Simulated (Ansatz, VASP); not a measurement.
# TiIn2: VASP beside Ansatz

One calculation is typed for both programs; each brings its own data sets. How far apart do they land? The cell is generated by rule, not measured, and may not be a known phase. The cell is taken from a series of runs on this material, whose earlier steps may have relaxed, scaled, displaced or heated it; both programs get it as it stands.

Program: Ansatz 0.2.0. Level of theory: plane waves, with VASP 6.6.1 beside it; single point at PBEsol. Results are calculated unless marked as measured.

The structure was built from a prototype and need not be the compound's stable phase.

## 1. Starting point

It takes space group P6/mmm (No. 191, hexagonal). The conventional cell has a = 4.861 Å, b = 4.861 Å, c = 2.964 Å, α = 90.00°, β = 90.00°, γ = 120.00°. Nearest to Ti lie 2 Ti at 2.96 Å and 12 In at 3.17 Å. Nearest to In lie 5 In at 2.81 to 2.96 Å and 6 Ti at 3.17 Å. Farther neighbours are not listed.

Structure file:

```cif
data_structure
_symmetry_space_group_name_H-M 'P6/mmm'
_symmetry_Int_Tables_number 191
_cell_length_a 4.8611
_cell_length_b 4.8611
_cell_length_c 2.9645
_cell_angle_alpha 90.000
_cell_angle_beta 90.000
_cell_angle_gamma 120.000
_cell_volume 60.67
loop_
_atom_site_label
_atom_site_type_symbol
_atom_site_symmetry_multiplicity
_atom_site_Wyckoff_symbol
_atom_site_fract_x
_atom_site_fract_y
_atom_site_fract_z
_atom_site_occupancy
Ti1 Ti 1 a 0.00000 0.00000 0.00000 1
In1 In 2 d 0.33333 0.66667 0.50000 1
```

## 2. VASP: single point, PBEsol, pair 1

A single point gives forces, pressure and levels at one fixed geometry, so differences don't come from the geometry; what else differs is listed under the comparison.

Lines of VASP's logs that name or quote its potential files are left out, and so is its time.

Input file INCAR:

```
SYSTEM = TiIn2
PREC = Accurate
ENCUT = 500
EDIFF = 1E-06
NELM = 120
ISMEAR = 1
SIGMA = 0.15
LREAL = .FALSE.
ALGO = Normal
GGA = PS
NBANDS = 94
LASPH = .TRUE.
LORBIT = 11
LWAVE = .FALSE.
LCHARG = .FALSE.
ISIF = 2
GGA_COMPAT = .FALSE.
KPAR = 2
```

Input file POSCAR:

```
TiIn2
1.0
   -4.8611268095      0.0000000000      0.0000000000
   -2.4305634048     -4.2098593081     -5.9289330673
   -2.4305634048     -4.2098593081      5.9289330673
Ti In
4 8
Direct
    0.0000000000      0.0000000000      0.0000000000
    0.0000000000      0.7500000000      0.2500000000
    0.0000000000      0.5000000000      0.5000000000
    0.0000000000      0.2500000000      0.7500000000
    0.3333333333      0.2916666667      0.0416666667
    0.3333333333      0.0416666667      0.2916666667
    0.3333333333      0.7916666667      0.5416666667
    0.3333333333      0.5416666667      0.7916666667
    0.6666666667      0.4583333333      0.2083333333
    0.6666666667      0.2083333333      0.4583333333
    0.6666666667      0.9583333333      0.7083333333
    0.6666666667      0.7083333333      0.9583333333
```

Input file KPOINTS:

```
Automatic mesh
0
Gamma
8 8 8
0 0 0
```

PAW data sets: Ti_sv and In_d (PBE family, release 64).

On the command line:

```
mpirun -np 2 vasp_std
```

Numbers of over 12 decimals in the logs are rounded to 6 here.

Log:

```text
[banner, memory and clock lines left out]
running    2 mpi-ranks, on    1 nodes
 distrk:  each k-point on    1 cores,    2 groups
 distr:  one band on    1 cores,    1 groups

 POSCAR found type information on POSCAR TiIn
 POSCAR found :  2 types and      12 ions
|                                                                             |
|               ----> ADVICE to this user running VASP <----                  |
|                                                                             |
|     You enforced a specific xc type in the INCAR file but a different       |
|     [... a line on the potential file left out ...]
|     I HOPE YOU KNOW WHAT YOU ARE DOING!                                     |
|                                                                             |

 LDA part: xc-table for (Slater+PW92), standard interpolation
 POSCAR, INCAR and KPOINTS ok, starting setup
 FFT: planning ... GRIDC
 FFT: planning ... GRID_SOFT
 FFT: planning ... GRID
 WAVECAR not read
 entering main loop
       N       E                     dE             d eps       ncg     rms          rms(c)
DAV:   1     0.198417866326E+04    0.19842E+04   -0.68219E+04 17866   0.226E+03
DAV:   2     0.275369034882E+03   -0.17088E+04   -0.16757E+04 17860   0.648E+02
DAV:   3    -0.251676615077E+02   -0.30054E+03   -0.28988E+03 19244   0.260E+02
DAV:   4    -0.614063148322E+02   -0.36239E+02   -0.35201E+02 26052   0.821E+01
DAV:   5    -0.645230856012E+02   -0.31168E+01   -0.30906E+01 28160   0.190E+01    0.225E+01
DAV:   6    -0.607070453465E+02    0.38160E+01   -0.80018E+01 23502   0.281E+01    0.147E+01
DAV:   7    -0.571589289558E+02    0.35481E+01   -0.26757E+01 22684   0.199E+01    0.754E+00
DAV:   8    -0.567544206141E+02    0.40451E+00   -0.30366E+00 20394   0.724E+00    0.174E+00
DAV:   9    -0.567560441002E+02   -0.16235E-02   -0.35706E-01 23628   0.272E+00    0.129E+00
DAV:  10    -0.567559905189E+02    0.53581E-04   -0.18024E-02 28168   0.513E-01    0.901E-01
DAV:  11    -0.567537102507E+02    0.22803E-02   -0.13573E-02 21002   0.409E-01    0.174E-01
DAV:  12    -0.567535274404E+02    0.18281E-03   -0.16422E-03 26160   0.183E-01    0.822E-02
DAV:  13    -0.567535315010E+02   -0.40606E-05   -0.16690E-04 24666   0.571E-02    0.152E-02
DAV:  14    -0.567535327135E+02   -0.12125E-05   -0.13304E-05 24440   0.179E-02    0.144E-02
DAV:  15    -0.567535346083E+02   -0.18949E-05   -0.19921E-06 16236   0.614E-03    0.283E-03
DAV:  16    -0.567535344283E+02    0.18003E-06   -0.10453E-06 13232   0.473E-03
   1 F= -.56753534E+02 E0= -.56746582E+02  d E =-.208583E-01
```

Parts of OUTCAR (step 2):

```text
ion  position               nearest neighbor table
   1  0.000  0.000  0.000-   7 3.17   8 3.17   9 3.17  10 3.17  11 3.17  12 3.17   5 3.17   6 3.17
                            11 3.17  12 3.17   5 3.17   6 3.17
   2  0.000  0.750  0.250-   5 3.17   8 3.17  10 3.17  11 3.17   9 3.17  12 3.17   6 3.17   7 3.17
                             6 3.17  12 3.17   9 3.17   7 3.17
   3  0.000  0.500  0.500-   5 3.17   6 3.17  11 3.17  12 3.17   9 3.17  10 3.17   7 3.17   8 3.17
                             7 3.17   8 3.17   9 3.17  10 3.17
   4  0.000  0.250  0.750-   6 3.17   7 3.17   9 3.17  12 3.17  10 3.17  11 3.17   5 3.17   8 3.17
                            11 3.17   8 3.17   5 3.17  10 3.17
   5  0.333  0.292  0.042-   9 2.81   9 2.81  11 2.81   8 2.96   6 2.96   3 3.17   2 3.17   4 3.17
                             1 3.17   4 3.17   1 3.17
   6  0.333  0.042  0.292-  10 2.81  10 2.81  12 2.81   7 2.96   5 2.96   4 3.17   3 3.17   2 3.17
                             1 3.17   2 3.17   1 3.17
   7  0.333  0.792  0.542-  11 2.81  11 2.81   9 2.81   8 2.96   6 2.96   4 3.17   1 3.17   3 3.17
                             2 3.17   2 3.17   3 3.17
   8  0.333  0.542  0.792-  12 2.81  12 2.81  10 2.81   7 2.96   5 2.96   2 3.17   1 3.17   4 3.17
                             3 3.17   4 3.17   3 3.17
   9  0.667  0.458  0.208-   5 2.81   5 2.81   7 2.81  10 2.96  12 2.96   1 3.17   4 3.17   2 3.17
                             3 3.17   3 3.17   2 3.17
  10  0.667  0.208  0.458-   6 2.81   6 2.81   8 2.81   9 2.96  11 2.96   1 3.17   2 3.17   3 3.17
                             4 3.17   3 3.17   4 3.17
  11  0.667  0.958  0.708-   7 2.81   7 2.81   5 2.81  10 2.96  12 2.96   2 3.17   3 3.17   1 3.17
                             4 3.17   1 3.17   4 3.17
  12  0.667  0.708  0.958-   8 2.81   8 2.81   6 2.81   9 2.96  11 2.96   3 3.17   4 3.17   1 3.17
                             2 3.17   1 3.17   2 3.17

  LATTYP: Found a body centered orthorhombic cell.
 ALAT       =     4.8611268095
 B/A-ratio  =     1.7320508076
 C/A-ratio  =     2.4393245845

 Subroutine GETGRP returns: Found  8 space group operations
 (whereof  8 operations were pure point group operations)

The static configuration has the point symmetry D_2h.

 Found     95 irreducible k-points:

   k-points           NKPTS =     95   k-points in BZ     NKDIM =     95   number of bands    NBANDS=     94

   dimension x,y,z NGX =    36 NGY =   56 NGZ =   56
   dimension x,y,z NGXF=    72 NGYF=  112 NGZF=  112

   ENCUT  =  500.0 eV  36.75 Ry    6.06 a.u.   8.86 13.98 13.98*2*pi/ulx,y,z

   NELECT =     152.0000    total number of electrons

 k-points in reciprocal lattice and weights: Automatic mesh
   0.00000000  0.00000000  0.00000000       0.002
   0.12500000  0.00000000  0.00000000       0.008
   0.25000000  0.00000000  0.00000000       0.008
   0.37500000  0.00000000  0.00000000       0.008
   0.50000000  0.00000000  0.00000000       0.004
   0.00000000  0.12500000 -0.00000000       0.008
   0.12500000  0.12500000 -0.00000000       0.008
   0.25000000  0.12500000  0.00000000       0.016
   0.37500000  0.12500000  0.00000000       0.016
[...]
0.00000000 -0.37500000  0.37500000       0.004
   0.00000000  0.50000000  0.50000000       0.002

 average (electrostatic) potential at core
       1 -71.6341       2 -71.6341       3 -71.6341       4 -71.6341       5 -91.7839
       6 -91.7839       7 -91.7839       8 -91.7839       9 -91.7839      10 -91.7839
      11 -91.7839      12 -91.7839

 E-fermi :   9.3560

 k-point     1 :       0.0000    0.0000    0.0000
  band No.  band energies     occupation
    ...
     69       8.1108      2.00000
     70       8.1108      2.00000
     71       8.3630      2.00000
     72       8.5562      2.00000
     73       8.5563      2.00000
     74       9.5927     -0.04820
     75       9.5927     -0.04820
     76       9.7382     -0.00186
     77       9.7382     -0.00186
     78       9.7899     -0.00034
    ...

 k-point     2 :       0.1250    0.0000    0.0000
  band No.  band energies     occupation
    ...
     72       8.5703      2.00000
     73       8.6967      2.00000
     74       9.2965      1.61626
     75       9.3446      1.12845
     76       9.3446      1.12845
     77       9.8131     -0.00014
     78       9.8131     -0.00014
     79       9.8231     -0.00010
     80       9.8342     -0.00006
     81      10.0169     -0.00000
    ...

 k-point     3 :       0.2500    0.0000    0.0000
  band No.  band energies     occupation
    ...
     72       8.9916      2.00315
     73       8.9916      2.00315
     74       9.0916      2.03180
     75       9.0916      2.03180
     76       9.2596      1.87664
     77       9.6717     -0.01124
     78       9.8205     -0.00011
     79       9.8205     -0.00011
     80       9.9489     -0.00000
     81      10.1712     -0.00000
    ...

  Total       -0.2616035     -0.3077452      0.4960768     -0.0000000      0.0000000      0.0000000
  in kB       -1.7272019     -2.0318458      3.2752797     -0.0000000      0.0000000      0.0000000
  external PRESSURE =      -0.1612560 kB  Pullay stress =       0.0000000 kB

  energy-cutoff  :      500.00
  volume of cell :      242.67
      direct lattice vectors                 reciprocal lattice vectors
    -4.861126809  0.000000000  0.000000000    -0.205713621  0.118768815  0.000000000
    -2.430563405 -4.209859308 -5.928933067     0.000000000 -0.118768815 -0.084332205
    -2.430563405 -4.209859308  5.928933067     0.000000000 -0.118768815  0.084332205

 POSITION                                       TOTAL-FORCE (eV/Angst)
 -----------------------------------------------------------------------------------
      0.00000      0.00000      0.00000         0.000000     -0.000000      0.000000
     -2.43056     -4.20986     -2.96447         0.000000     -0.000000      0.000000
     -2.43056     -4.20986      0.00000         0.000000     -0.000000      0.000000
     -2.43056     -4.20986      2.96447         0.000000     -0.000000      0.000000
     -2.43056     -1.40329     -1.48223         0.000000      0.001799     -0.000000
     -2.43056     -1.40329      1.48223         0.000000      0.001799     -0.000000
     -4.86113     -5.61315     -1.48223         0.000000      0.001799     -0.000000
     -4.86113     -5.61315      1.48223         0.000000      0.001799     -0.000000
     -4.86113     -2.80657     -1.48223        -0.000000     -0.001799     -0.000000
     -4.86113     -2.80657      1.48223        -0.000000     -0.001799     -0.000000
     -7.29169     -7.01643     -1.48223        -0.000000     -0.001799     -0.000000
     -7.29169     -7.01643      1.48223        -0.000000     -0.001799     -0.000000
 -----------------------------------------------------------------------------------
    total drift:                               -0.000000     -0.000000     -0.000000

  FREE ENERGIE OF THE ION-ELECTRON SYSTEM (eV)
  ---------------------------------------------------
  free  energy   TOTEN  =       -56.7535344283 eV

  energy  without entropy=      -56.7326761578  energy(sigma->0) =      -56.74658167

 total charge
# of ion       s       p       d       tot
------------------------------------------
    1        2.157   6.057   1.914  10.128
    2        2.157   6.057   1.914  10.128
    3        2.157   6.057   1.914  10.128
    4        2.157   6.057   1.914  10.128
    5        0.874   0.833   9.868  11.575
    6        0.874   0.833   9.868  11.575
    7        0.874   0.833   9.868  11.575
    8        0.874   0.833   9.868  11.575
    9        0.874   0.833   9.868  11.575
   10        0.874   0.833   9.868  11.575
   11        0.874   0.833   9.868  11.575
   12        0.874   0.833   9.868  11.575
--------------------------------------------------
tot         15.617  30.897  86.597 133.111

[... 3 further parts left out ...]
```

The run ends at a pressure of -0.02 GPa, with forces up to 0.0018 eV/Å.

## 3. Ansatz: single point, PBEsol, pair 1

Ansatz runs on its default PAW (the set named soft_2) files.

The same cell, functional, mesh and smearing now go to Ansatz, which takes its cutoff from its data sets.

Input file input.yaml:

```yaml
crystal:
  lattice:
    - [-4.8611268095, 0.0, 0.0]
    - [-2.4305634048, -4.2098593081, -5.9289330673]
    - [-2.4305634048, -4.2098593081, 5.9289330673]
  atoms:
    - { symbol: Ti, position: [0.0, 0.0, 0.0] }
    - { symbol: Ti, position: [0.0, 0.75, 0.25] }
    - { symbol: Ti, position: [0.0, 0.5, 0.5] }
    - { symbol: Ti, position: [0.0, 0.25, 0.75] }
    - { symbol: In, position: [0.3333333333, 0.2916666667, 0.0416666667] }
    - { symbol: In, position: [0.3333333333, 0.0416666667, 0.2916666667] }
    - { symbol: In, position: [0.3333333333, 0.7916666667, 0.5416666667] }
    - { symbol: In, position: [0.3333333333, 0.5416666667, 0.7916666667] }
    - { symbol: In, position: [0.6666666667, 0.4583333333, 0.2083333333] }
    - { symbol: In, position: [0.6666666667, 0.2083333333, 0.4583333333] }
    - { symbol: In, position: [0.6666666667, 0.9583333333, 0.7083333333] }
    - { symbol: In, position: [0.6666666667, 0.7083333333, 0.9583333333] }
kpoints:
  mp_grid: { grid: [8, 8, 8] }
hamiltonian:
  xc: pbesol
scf:
  occupations: { method: methfessel_paxton, width: 0.15 }
output:
  forces: true
  stress: true
  eigenvalues: true
```

On the command line:

```
ansatz run input.yaml --threads 8 --pin off --max-ram 14336MiB --backend cpu --events-out ev --progress --plain --runs-dir out
```

Log:

```text
Engine: ansatz 0.2.0, aarch64-unknown-linux-gnu
Pseudopotentials: kind: paw
Pseudopotential: Ti, paw, valence charge 12, recommended cutoff 420 eV (normal), Ti.paw.azcp
Pseudopotential: In, paw, valence charge 13, recommended cutoff 420 eV (normal), In.paw.azcp
Functional definition: PBEsol
  exchange = pbesol_x
  correlation = pbesol_c
Crystal: 12 atoms, lattice volume = 242.667 Å³
Basis set: ecut = 420 eV, 4721 PW (Γ), exchange–correlation on 72×108×108 points (8 copies of the dense FFT grid, shifted against one another)
Bands: 92, of which v1, the nominal top of the filled ones, is band 76 counted from 1 (75 counted from 0)
Symmetry: 32 space group operations
Space group: P6/mmm (ITA 191), of the structure as read, at distance tolerance 6.2e-5 Å
k-points: 95 of 512
Non-local potential: Ti, projectors of the file, l = 0: 3, l = 1: 2, l = 2: 3, l = 3: 1
Non-local potential: In, projectors of the file, l = 0: 2, l = 1: 2, l = 2: 2, l = 3: 2
PAW form: soft (Blöchl's): semilocal exchange-correlation on the pseudo side does not see the compensation charge
PAW frozen core: Ti, regenerated for the run's functional, and the local potential with it (the file was generated under x = pbe(κ = 0.804, μ = 0.219515), c = pbe(β = 0.066725))
PAW frozen core: In, regenerated for the run's functional, and the local potential with it (the file was generated under x = pbe(κ = 0.804, μ = 0.219515), c = pbe(β = 0.066725))
PAW one-centre angular grid: Ti, 590 points (default); XC on 64 Gauss nodes
PAW one-centre angular grid: In, 590 points (default); XC on 64 Gauss nodes
Initial density: superposition of atomic densities (neutral atoms: chi_scale 0, normalization atom), corrected by the library's trained network
Initial wavefunctions: pseudopotential atomic-orbital guess
Functional: x = pbesol(κ = 0.804, μ = 0.123457), c = pbesol(β = 0.046)
SCF iter   1: F=—  HF=-54098.432839 eV  |F-HF|=—  |Δ(HF+E_count)|=         —  Δρ=7.94e-3  dr2=1.96e-1  ethr=1.77e-3  ⟨swp⟩=6.3  Hψ=35728  notcnv=0
preconditioner: auto → Kerker (q_TF=auto, 2.524 Å⁻¹)  [metal: Δε(μ)=0.004 eV  Ē_g=12.211 eV  σ=0.150 eV  W_gap=0.02  n_scr=50 (ndim 8)  ℏωp=26.1 eV  f_vac=0.000  D(μ)=18.93/eV (n_scr^D=208)]
SCF iter   2: F=—  HF=-54098.402579 eV  |F-HF|=—  |Δ(HF+E_count)|=   3.03e-2  S|Δr|=    0.00e0  Δρ=3.45e-3  dr2=4.74e-2  ethr=1.29e-4  ⟨swp⟩=1.0  Hψ=10074  notcnv=0
SCF iter   3: F=—  HF=-54098.394747 eV  |F-HF|=—  |Δ(HF+E_count)|=   7.83e-3  S|Δr|=    0.00e0  Δρ=4.99e-4  dr2=9.73e-4  ethr=3.12e-5  ⟨swp⟩=2.0  Hψ=9436  notcnv=0
SCF iter   4: F=—  HF=-54098.394539 eV  |F-HF|=—  |Δ(HF+E_count)|=   2.08e-4  S|Δr|=    0.00e0  Δρ=1.83e-4  dr2=1.27e-4  ethr=6.40e-7  ⟨swp⟩=2.0  Hψ=14490  notcnv=0
SCF iter   5: F=—  HF=-54098.394509 eV  |F-HF|=—  |Δ(HF+E_count)|=   3.03e-5  S|Δr|=    0.00e0  Δρ=5.17e-5  dr2=8.08e-6  ethr=8.33e-8  ⟨swp⟩=2.0  Hψ=10062  notcnv=0
SCF iter   6: F=—  HF=-54098.394514 eV  |F-HF|=—  |Δ(HF+E_count)|=   4.93e-6  S|Δr|=    0.00e0  Δρ=1.75e-5  dr2=5.58e-7  ethr=5.31e-9  ⟨swp⟩=2.0  Hψ=15423  notcnv=0
SCF iter   7: F=-54098.394514 eV  HF=-54098.394514 eV  |F-HF|=3.04e-8  |Δ(HF+E_count)|=   1.19e-7  S|Δr|=    0.00e0  Δρ=5.02e-6  dr2=5.73e-8  ethr=6.58e-11  ⟨swp⟩=9.9  Hψ=36007  notcnv=0
SCF 1 converged in 7 iterations: F = -54098.394514 eV  dr2 = 5.73e-8
  greatest PAW one-centre occupation: 0.999 electrons in one spin orbital (limit 2), on the Ti atom at site 3 (counted from 0), in its partial waves of l = 0
SCF converged after 7 iterations
Stability not checked: this state was not tested for a lower state beside it, because cold or Methfessel-Paxton smearing, or corrected tetrahedra, fill the levels in a way that the test cannot read (fill_not_monotonic; see scf.lower_state_search)
Free energy (F): -54098.394514 eV
Harris-Foulkes:  -54098.394514 eV  (|F-HF|=3.04e-8)
Internal energy: -54098.374206 eV  (E = F + TS)
E sigma→0 (E₀):  -54098.389437 eV
Entropy (-TS):   -0.020307 eV (-1.692 meV/atom)
Fermi energy:    13.122603 eV
--- Per-component energies (eV) ---
  E_band       = -566.260787
  E_kinetic    = 3043.425415
  E_local      = -10984.793726  (includes V_loc(G=0)·N_el)
  E_nonlocal   = 2985.128487
  E_hartree    = 4393.405215
  E_xc         = -2101.525094
  E_vxc        = -1294.438875  (∫ρ·V_xc dr)
  E_paw        = -36760.703804  (= ΣΔE_a)
  E_vpaw       = -3102.401260  (= ΣTr[D̂ρ^β])
  E_aug_tail   = 0.000679  (compensation charges beyond the density's cutoff)
  E_ewald      = -14675.756136
  E_core_change = 2.444757  (= ΣΔE_core)
  E_smearing   = -0.020307  (= −TS)
  E_closure    = -0.000000  (closes the sum)
  Σ components = -54098.394514   (vs F -54098.394514, Δ=0.00e0)
--- Forces (eV/Å), atoms counted from 1 ---
  atom   1  Ti     0.00000000     0.00000000     0.00000000
  atom   2  Ti     0.00000000     0.00000000    -0.00000000
  atom   3  Ti     0.00000000     0.00000000     0.00000000
  atom   4  Ti     0.00000000     0.00000000     0.00000000
  atom   5  In     0.00000000     0.00156987     0.00000000
  atom   6  In     0.00000000     0.00156987     0.00000000
  atom   7  In     0.00000000     0.00156987     0.00000000
  atom   8  In     0.00000000     0.00156987    -0.00000000
  atom   9  In    -0.00000000    -0.00156987    -0.00000000
  atom  10  In    -0.00000000    -0.00156987    -0.00000000
  atom  11  In    -0.00000000    -0.00156987     0.00000000
  atom  12  In    -0.00000000    -0.00156987     0.00000000
  max |Σ_I F_I| component: 3.90e-18 eV/Å
--- Stress (GPa, compression-positive) ---
       -0.189837      -0.000000       0.000000
       -0.000000      -0.217846      -0.000000
        0.000000      -0.000000       0.261522
  P = ⅓ Tr σ = -0.0487 GPa (-0.487 kbar)
--- Band table (eV; the first three rows and the last of 95) ---
  k-point 0: bands = [... 72 lower, 12.3203, 13.3585, 13.3585, 13.5084, 13.5084, 13.5601, 13.5601, 13.6274, ... 12 higher]
  k-point 1: bands = [... 72 lower, 12.2579, 12.9272, 13.2999, 13.3805, 13.4189, 13.4979, 13.5551, 13.7967, ... 12 higher]
  k-point 2: bands = [... 72 lower, 12.3542, 12.5180, 12.7831, 13.2376, 13.3379, 13.4136, 13.5376, 13.5404, ... 12 higher]
  k-point 94: bands = [... 72 lower, 12.1531, 12.1531, 13.1236, 13.1236, 13.2440, 13.2440, 13.7737, 13.7737, ... 12 higher]
```

In the SCF lines HF is the Harris–Foulkes energy and dr2 the Hartree energy of the density residual, in eV; the loop may stop once dr2 is under the threshold and the program's other checks hold. Hψ counts applications of the Hamiltonian.

The run ends at a pressure of -0.05 GPa, with forces up to 0.0016 eV/Å.

## 4. Comparison

Known differences besides the potentials themselves: the cutoff is 420 eV in Ansatz and 500 eV in VASP; Ansatz makes its cores anew for this functional, VASP keeps those of its PBE data sets. Total energies have different zeros and are not compared.

The two programs side by side:

```
      quantity  Ansatz   VASP  difference
pressure (GPa)   -0.05  -0.02       -0.03
```

(Part 1 of 2 ends here.)

[Lines on the potential files, build, host, timing and source positions are cut from VASP's logs without a mark.]

[Logs are printed without paths, hosts, clocks, repeated set-up lines and the standing remarks that a program may print on its own settings, such as how far it seeks lower states.]

[Hosts, paths, dates, database ids (printed as entryN), source tags and the programs' standing remarks are cut or masked in the printed files.]
